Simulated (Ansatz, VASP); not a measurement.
## One calculation of Na, two programs

File INCAR:

```
SYSTEM = Na
ALGO = Normal
EDIFF = 1E-7
ENCUT = 520
ISIF = 2
ISMEAR = -1
LASPH = .TRUE.
LCHARG = .FALSE.
LREAL = .FALSE.
LWAVE = .FALSE.
NBANDS = 10
NELM = 80
PREC = Accurate
SIGMA = 0.1
```

KPOINTS

```
k-points
0
G
  18 18 18
  0 0 0
```

The input POSCAR:

```
Na
1.0
   -2.0287155323      2.0287155323      2.0287155323
    2.0287155323     -2.0287155323      2.0287155323
    2.0287155323      2.0287155323     -2.0287155323
Na
1
Direct
    0.0000000000      0.0000000000      0.0000000000
```

Input for Ansatz:

```yaml
crystal:
  lattice:
    - [-2.0287155323, 2.0287155323, 2.0287155323]
    - [2.0287155323, -2.0287155323, 2.0287155323]
    - [2.0287155323, 2.0287155323, -2.0287155323]
  atoms:
    - { symbol: Na, position: [0.0, 0.0, 0.0] }
hamiltonian:
  xc: lda
  pseudopotentials:
    kind: paw
    azcp:
      Na: "pseudopotentials/Na.paw.azcp"
basis:
  ecutwfc: 420
  fft_grid_basis: typed
kpoints:
  mp_grid: { grid: [18, 18, 18], shift: [0, 0, 0] }
magnetization:
  spin_polarized: false
scf:
  occupations: { method: fermi_dirac, width: 0.1 }
  lower_state_search: "off"
output:
  stress: true
```

Alike in both runs: task single point; functional LDA; k mesh 18 × 18 × 18; occupations fermi-dirac, width 0.1 eV; no spin polarisation.

```csv
,VASP,Ansatz
version,VASP 6.6.1,Ansatz 0.2.0
potentials or method,"VASP PAW LDA potentials, release 64 (Na_pv)","plane waves (420 eV) with PAW, scalar-relativistic"
plane-wave cutoff (eV),520,420
valence electrons in the cell,7,9
```

|  | VASP | Ansatz | Ansatz less VASP |
| --- | --- | --- | --- |
| pressure (GPa) | 0.0 | 0.0 | +0.01 |

The two sets of potentials don't hold the same shells in valence. Ansatz warned: «pseudo_functional_mismatch».
